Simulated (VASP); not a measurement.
# Ru (P6_3/mmc) in VASP: notebook

Runs on Ru. Level: PBEsol. Tasks: single point.

All numbers are computed with VASP 6.6.1; they aren't measurements. Logs are shortened: lines on timing, memory, paths and dates and some standing lists are left out, and cuts for length are marked.

## Step 1: The undisturbed crystal

The structure is hexagonal, space group P6_3/mmc (No. 194). The conventional cell has a = 2.706 Å, b = 2.706 Å, c = 4.282 Å, α = 90.00°, β = 90.00°, γ = 120.00°. Ru (site symmetry -6m2) is surrounded by 12 Ru at 2.65 to 2.71 Å.

## Step 2: Single point, PBEsol (grid = ENCUT=340 dk=0.35 cell=3x3x2 ISMEAR=1 SIGMA=0.1 LREAL=Auto EDIFF=1e-06)

Input file INCAR:

```
PREC = Accurate ; ENCUT = 340
EDIFF = 1E-6 ; ISMEAR = 1
SIGMA = 0.1 ; LREAL = Auto
LASPH = T ; NELM = 120
ALGO = Fast ; ISIF = 2
LWAVE = F ; LCHARG = F
GGA = PS ; NBANDS = 288
NCORE = 1 ; KPAR = 2
```

Input file KPOINTS:

```
Automatic mesh
0
Gamma
  3 3 3
```

Input file POSCAR:

```
Ru
1.0
    8.1174000000      0.0000000000      0.0000000000
   -4.0587000000      7.0298746128      0.0000000000
    0.0000000000      0.0000000000      8.5638000000
Ru
36
Direct
    0.2222222222      0.1111111111      0.3750000000
    0.2222222222      0.1111111111      0.8750000000
    0.2222222222      0.4444444444      0.3750000000
    0.2222222222      0.4444444444      0.8750000000
    0.2222222222      0.7777777778      0.3750000000
    0.2222222222      0.7777777778      0.8750000000
    0.5555555556      0.1111111111      0.3750000000
    0.5555555556      0.1111111111      0.8750000000
    0.5555555556      0.4444444444      0.3750000000
    0.5555555556      0.4444444444      0.8750000000
    0.5555555556      0.7777777778      0.3750000000
    0.5555555556      0.7777777778      0.8750000000
    0.8888888889      0.1111111111      0.3750000000
    0.8888888889      0.1111111111      0.8750000000
    0.8888888889      0.4444444444      0.3750000000
    0.8888888889      0.4444444444      0.8750000000
    0.8888888889      0.7777777778      0.3750000000
    0.8888888889      0.7777777778      0.8750000000
    0.1111111111      0.2222222222      0.1250000000
    0.1111111111      0.2222222222      0.6250000000
    0.1111111111      0.5555555556      0.1250000000
    0.1111111111      0.5555555556      0.6250000000
    0.1111111111      0.8888888889      0.1250000000
    0.1111111111      0.8888888889      0.6250000000
    0.4444444444      0.2222222222      0.1250000000
    0.4444444444      0.2222222222      0.6250000000
    0.4444444444      0.5555555556      0.1250000000
    0.4444444444      0.5555555556      0.6250000000
    0.4444444444      0.8888888889      0.1250000000
    0.4444444444      0.8888888889      0.6250000000
    0.7777777778      0.2222222222      0.1250000000
    0.7777777778      0.2222222222      0.6250000000
    0.7777777778      0.5555555556      0.1250000000
    0.7777777778      0.5555555556      0.6250000000
    0.7777777778      0.8888888889      0.1250000000
    0.7777777778      0.8888888889      0.6250000000
```

Potentials or basis: VASP PAW PBE potentials, release 64 (Ru_pv).

Launch:

```sh
$ cat potpaw_PBE.64/Ru_pv/POTCAR > POTCAR
$ mpirun -np 4 vasp_std > vasp.out
```

OUTCAR:

```text
PREC = Accurate
   ENCUT = 340
   EDIFF = 1E-6
   ISMEAR = 1
   LREAL = Auto
   LASPH = T
   NELM = 120
   ISIF = 2
   GGA = PS

 Found      6 irreducible k-points:

 Following reciprocal coordinates:
            Coordinates               Weight
  0.000000  0.000000  0.000000      1.000000
  0.333333  0.000000  0.000000      6.000000
  0.333333  0.333333  0.000000      2.000000
  0.000000  0.000000  0.333333      2.000000
  0.333333  0.000000  0.333333     12.000000
  0.333333  0.333333  0.333333      4.000000
   k-points           NKPTS =      6   k-points in BZ     NKDIM =      6   number of bands    NBANDS=    288
   number of dos      NEDOS =    301   number of ions     NIONS =     36
   total plane-waves  NPLWV = 135000
   dimension x,y,z NGX =    50 NGY =   50 NGZ =   54
   dimension x,y,z NGXF=   100 NGYF=  100 NGZF=  108
   ions per type =              36
   NGX,Y,Z   is equivalent  to a cutoff of  10.24, 10.24, 10.48 a.u.
   NGXF,Y,Z  is equivalent  to a cutoff of  20.48, 20.48, 20.97 a.u.
 SYSTEM =  unknown system
   PREC   = accura    normal or accurate (medium, high low for compatibility)
   ISTART =      0    job   : 0-new  1-cont  2-samecut
   ICHARG =      2    charge: 1-file 2-atom 10-const
   ISPIN  =      1    spin polarized calculation?
   LNONCOLLINEAR =      F non collinear calculations
   LSORBIT =      F    spin-orbit coupling
   LASPH  =      T    aspherical Exc in radial PAW
   ENCUT  =  340.0 eV  24.99 Ry    5.00 a.u.  12.20 12.20 12.88*2*pi/ulx,y,z
   NELM   =    120;   NELMIN=  2; NELMDL= -5     # of ELM steps
   EDIFF  = 0.1E-05   stopping-criterion for ELM
   LREAL  =      T    real-space projection
   EDIFFG = 0.1E-04   stopping-criterion for IOM
   NSW    =      0    number of steps for IOM
   IBRION =     -1    ionic relax: 0-MD 1-quasi-New 2-CG
   NFREE  =      0    steps in history (QN), initial steepest desc. (CG)
   ISIF   =      2    stress and relaxation
   ISYM   =      2    0-nonsym 1-usesym 2-fastsym
   POTIM  = 0.5000    time-step for ionic-motion
   TEBEG  =    0.0;   TEEND  =   0.0 temperature during run
   PSTRESS=    0.0 pullay stress
   NELECT =     504.0000    total number of electrons
   NUPDOWN=      -1.0000    fix difference up-down
   EMIN   =  10.00;   EMAX   =-10.00  energy-range for DOS
   EFERMI =   0.00;   METHOD = LEGACY
   ISMEAR =     1;   SIGMA  =   0.10  broadening in eV -4-tet -1-fermi 0-gaus
   EFERMI_NEDOS =   21; number of points for ismear=-14 and -15
   IALGO  =     68    algorithm
   IMIX   =      4    mixing-type and parameters
     AMIX     =   0.40;   BMIX     =  1.00
     AMIX_MAG =   1.60;   BMIX_MAG =  1.00
  volume/ion in A,a.u.               =      13.57        91.61
  Fermi-wavevector in a.u.,A,eV,Ry     =   1.654022  3.125649 37.222674  2.735789
  Thomas-Fermi vector in A             =   2.742361
   LORBIT       =      0    0 simple, 1 ext, 2 COOP (PROOUT), +10 PAW based schemes
   GGA     = PS    functional components
   LHFCALC =     F    Hartree Fock is set to
   AEXX    =    0.0000 exact exchange contribution
   IVDW    =     0    specifies the selected vdW correction
   LEPSILON=     F    determine dielectric tensor
   LRPA    =     F    only Hartree local field effects (RPA)
 non-spin polarized calculation
 RMM-DIIS sequential band-by-band and
 Methfessel and Paxton  Order N= 1 SIGMA  =   0.10
  energy-cutoff  :      340.00
  volume of cell :      488.69
 maximum number of plane-waves:      6985
 NGX is ok and might be reduce to    50
   NGX = 25   NGY = 25   NGZ = 25

 number of electron     504.0000187 magnetization

 Free energy of the ion-electron system (eV)
  ---------------------------------------------------
  ext. energy  EPLUGINS =         0.00000000
  ---------------------------------------------------
  free energy    TOTEN  =      -366.42034053 eV

  energy without entropy =     -366.44553456  energy(sigma->0) =     -366.42873854

 E-fermi :  12.7811     XC(G=0): -14.2841

 val. band max:       12.7788653214   @ k =   0.3333   0.3333   0.3333
 cond. band min:      12.8588051947   @ k =   0.3333   0.0000   0.3333
 fundamental gap:      0.0799398732
 Fermi energy:        12.7811067190

 k-point     1 :       0.0000    0.0000    0.0000
  band No.  band energies     occupation
      1     -30.8880      2.00000
      2     -30.6539      2.00000
      3     -30.6539      2.00000
      4     -30.6539      2.00000
      5     -30.6539      2.00000
      6     -30.6392      2.00000
[... 256 lines left out ...]
    263      13.3675     -0.00000
    264      13.3676     -0.00000

 k-point     2 :       0.3333    0.0000    0.0000
  band No.  band energies     occupation
      1     -30.8460      2.00000
      2     -30.7759      2.00000
      3     -30.7759      2.00000
      4     -30.7296      2.00000
      5     -30.7056      2.00000
      6     -30.7056      2.00000
[... 256 lines left out ...]
    263      13.4232     -0.00000
    264      13.5580     -0.00000

 k-point     3 :       0.3333    0.3333    0.0000
  band No.  band energies     occupation
      1     -30.7686      2.00000
      2     -30.7686      2.00000
      3     -30.7686      2.00000
      4     -30.7686      2.00000
      5     -30.7686      2.00000
      6     -30.7686      2.00000
[... 256 lines left out ...]
    263      13.8950     -0.00000
    264      13.8958     -0.00000

 k-point     4 :       0.0000    0.0000    0.3333
  band No.  band energies     occupation
      1     -30.8146      2.00000
      2     -30.6873      2.00000
      3     -30.6873      2.00000
      4     -30.6873      2.00000
      5     -30.6873      2.00000
      6     -30.6873      2.00000
[... 256 lines left out ...]
    263      13.2396     -0.00000
    264      13.2397     -0.00000

 k-point     5 :       0.3333    0.0000    0.3333
  band No.  band energies     occupation
      1     -30.7989      2.00000
      2     -30.7799      2.00000
      3     -30.7486      2.00000
      4     -30.7291      2.00000
      5     -30.7291      2.00000
      6     -30.6951      2.00000
[... 256 lines left out ...]
    263      13.3001     -0.00000
    264      13.3001     -0.00000

 k-point     6 :       0.3333    0.3333    0.3333
  band No.  band energies     occupation
      1     -30.7858      2.00000
      2     -30.7858      2.00000
      3     -30.7858      2.00000
      4     -30.7361      2.00000
      5     -30.7361      2.00000
      6     -30.7361      2.00000
[... 256 lines left out ...]
    263      13.5122     -0.00000
    264      13.5122     -0.00000
 [bands above 264 left out]

------------------------ aborting loop because EDIFF is reached ----------------------------------------

  FORCE on cell =-STRESS in cart. coord.  units (eV):
  Direction    XX          YY          ZZ          XY          YZ          ZX
  --------------------------------------------------------------------------------------
  -------------------------------------------------------------------------------------
  Total      -24.8365103    -24.8365103    -26.3342542      0.0000000      0.0000000      0.0000000
  in kB      -81.4273151    -81.4273151    -86.3377175      0.0000000      0.0000000      0.0000000
  external PRESSURE =     -83.0641159 kB  Pullay stress =       0.0000000 kB

 VOLUME and BASIS-vectors are now :
 -----------------------------------------------------------------------------
  energy-cutoff  :      340.00
  volume of cell :      488.69
      direct lattice vectors                 reciprocal lattice vectors
     8.117400000  0.000000000  0.000000000     0.123192155  0.071125024  0.000000000
    -4.058700000  7.029874613  0.000000000     0.000000000  0.142250048  0.000000000
     0.000000000  0.000000000  8.563800000     0.000000000  0.000000000  0.116770592

 POSITION                                       TOTAL-FORCE (eV/Angst)
 -----------------------------------------------------------------------------------
      1.35290      0.78110      3.21143         0.000000      0.000000      0.000000
      1.35290      0.78110      7.49333         0.000000      0.000000     -0.000000
      0.00000      3.12439      3.21143         0.000000     -0.000000      0.000000
      0.00000      3.12439      7.49333         0.000000      0.000000      0.000000
     -1.35290      5.46768      3.21143         0.000000      0.000000     -0.000000
     -1.35290      5.46768      7.49333         0.000000      0.000000      0.000000
[... 28 lines left out ...]
      2.70580      6.24878      1.07048        -0.000000     -0.000000     -0.000000
      2.70580      6.24878      5.35238        -0.000000     -0.000000     -0.000000
 -----------------------------------------------------------------------------------
    total drift:                                0.000000      0.000000      0.000000

  FREE ENERGIE OF THE ION-ELECTRON SYSTEM (eV)
  ---------------------------------------------------
  free  energy   TOTEN  =      -366.4203405278 eV

  energy  without entropy=     -366.4455345581  energy(sigma->0) =     -366.42873854
```

Run time: 3.6 min. Hardware: 4 MPI ranks of Intel Xeon Platinum 8375C at 2.90GHz (Ice Lake), shared host; peak memory 0.38 GiB.

The run converged, but some of its settings lie outside the range that counts as converged, so its numbers aren't taken as properties of the crystal.

Results:

```yaml
Free_energy: -366.4203 eV
Pressure: -8.3 GPa
Band_gap_on_the_k_mesh: none (metal or under the smearing width)
```

Caveat: the PAW data sets were made with another functional, which shifts forces and pressure a little.

## Step 3: Single point, PBEsol (grid = ENCUT=400 dk=0.35 cell=3x3x2 ISMEAR=1 SIGMA=0.1 LREAL=False EDIFF=1e-06)

Input file INCAR:

```
PREC = Accurate ; ENCUT = 400
EDIFF = 1E-6 ; ISMEAR = 1
SIGMA = 0.1 ; LREAL = F
LASPH = T ; NELM = 120
ALGO = Fast ; ISIF = 2
LWAVE = F ; LCHARG = F
GGA = PS ; NBANDS = 288
NCORE = 1 ; KPAR = 2
```

KPOINTS is that of step 2.

POSCAR is that of step 2.

Potentials or basis: VASP PAW PBE potentials, release 64 (Ru_pv).

Launch:

```sh
$ cat potpaw_PBE.64/Ru_pv/POTCAR > POTCAR
$ mpirun -np 4 vasp_std > vasp.out
```

OUTCAR:

```text
PREC = Accurate
   ENCUT = 400
   EDIFF = 1E-6
   ISMEAR = 1
   LREAL = F
   LASPH = T
   NELM = 120
   ISIF = 2
   GGA = PS

 Found      6 irreducible k-points:

 Following reciprocal coordinates:
            Coordinates               Weight
  0.000000  0.000000  0.000000      1.000000
  0.333333  0.000000  0.000000      6.000000
  0.333333  0.333333  0.000000      2.000000
  0.000000  0.000000  0.333333      2.000000
  0.333333  0.000000  0.333333     12.000000
[... 1686 lines left out ...]
  Total      -22.1362877    -22.1362877    -23.6754722      0.0000000      0.0000000      0.0000000
  in kB      -72.5745466    -72.5745466    -77.6208136      0.0000000      0.0000000      0.0000000
  external PRESSURE =     -74.2566356 kB  Pullay stress =       0.0000000 kB

 VOLUME and BASIS-vectors are now :
 -----------------------------------------------------------------------------
  energy-cutoff  :      400.00
  volume of cell :      488.69
      direct lattice vectors                 reciprocal lattice vectors
     8.117400000  0.000000000  0.000000000     0.123192155  0.071125024  0.000000000
    -4.058700000  7.029874613  0.000000000     0.000000000  0.142250048  0.000000000
     0.000000000  0.000000000  8.563800000     0.000000000  0.000000000  0.116770592

 POSITION                                       TOTAL-FORCE (eV/Angst)
 -----------------------------------------------------------------------------------
      1.35290      0.78110      3.21143         0.000000      0.000000     -0.000000
      1.35290      0.78110      7.49333        -0.000000     -0.000000      0.000000
      0.00000      3.12439      3.21143         0.000000     -0.000000     -0.000000
      0.00000      3.12439      7.49333        -0.000000      0.000000     -0.000000
     -1.35290      5.46768      3.21143        -0.000000     -0.000000     -0.000000
     -1.35290      5.46768      7.49333         0.000000      0.000000      0.000000
[... 28 lines left out ...]
      2.70580      6.24878      1.07048         0.000000      0.000000      0.000000
      2.70580      6.24878      5.35238         0.000000      0.000000     -0.000000
 -----------------------------------------------------------------------------------
    total drift:                                0.000000      0.000000      0.000000

  FREE ENERGIE OF THE ION-ELECTRON SYSTEM (eV)
  ---------------------------------------------------
  free  energy   TOTEN  =      -366.2908157304 eV

  energy  without entropy=     -366.3157816829  energy(sigma->0) =     -366.29913771
```

OSZICAR:

```text
N       E                     dE             d eps       ncg     rms          rms(c)
DAV:   1     0.608953279876E+04    0.60895E+04   -0.26099E+05  3592   0.162E+03
DAV:   2    -0.484024717640E+02   -0.61379E+04   -0.59891E+04  3544   0.562E+02
DAV:   3    -0.372230722364E+03   -0.32383E+03   -0.30661E+03  4624   0.116E+02
[... 12 lines left out ...]
RMM:  16    -0.366290821076E+03   -0.16671E-05    0.10247E-05  2860   0.424E-03    0.627E-03
RMM:  17    -0.366290819149E+03    0.19267E-05    0.18915E-05  2635   0.209E-03    0.471E-03
RMM:  18    -0.366290817532E+03    0.16171E-05    0.15624E-05  2518   0.116E-03    0.417E-03
RMM:  19    -0.366290816172E+03    0.13598E-05    0.13700E-05  1685   0.711E-04    0.410E-03
RMM:  20    -0.366290815730E+03    0.44174E-06    0.80324E-06  2446   0.199E-03
   1 F= -.36629082E+03 E0= -.36629914E+03  d E =0.249660E-01
```

It took 5.2 min on 4 MPI ranks of Intel Xeon Platinum 8375C at 2.90GHz (Ice Lake), shared host; peak memory 0.42 GiB.

These settings aren't checked as converged: the numbers below hold their error.

Results:

| Property | Result |
| --- | --- |
| Free energy | -366.2908 eV |
| Pressure | -7.4 GPa |
| Band gap on the k mesh | none (metal or under the smearing width) |

Caveat: the PAW data sets were made with another functional, which shifts forces and pressure a little.

## Step 4: Single point, PBEsol (grid = ENCUT=400 dk=0.35 cell=3x3x2 ISMEAR=1 SIGMA=0.02 LREAL=Auto EDIFF=1e-06)

Edit INCAR of step 3 so:

```diff
@@ -2,3 +2,3 @@
 EDIFF = 1E-6 ; ISMEAR = 1
-SIGMA = 0.1 ; LREAL = F
+SIGMA = 0.02 ; LREAL = Auto
 LASPH = T ; NELM = 120
```

KPOINTS is that of step 3.

POSCAR is that of step 3.

Launch:

```sh
$ cat potpaw_PBE.64/Ru_pv/POTCAR > POTCAR
$ mpirun -np 4 vasp_std > vasp.out
```

It took 4.6 min on 4 MPI ranks of Intel Xeon Platinum 8375C at 2.90GHz (Ice Lake), shared host; peak memory 0.44 GiB.

The run converged, but some of its settings lie outside the range that counts as converged, so its numbers aren't taken as properties of the crystal.

What came out:

```yaml
Free_energy: -366.3144 eV
Pressure: -7.4 GPa
Band_gap_on_the_k_mesh: none (metal or under the smearing width)
```

Caveat: the PAW data sets were made with another functional, which shifts forces and pressure a little.

(Continued in part 2 of 2.)
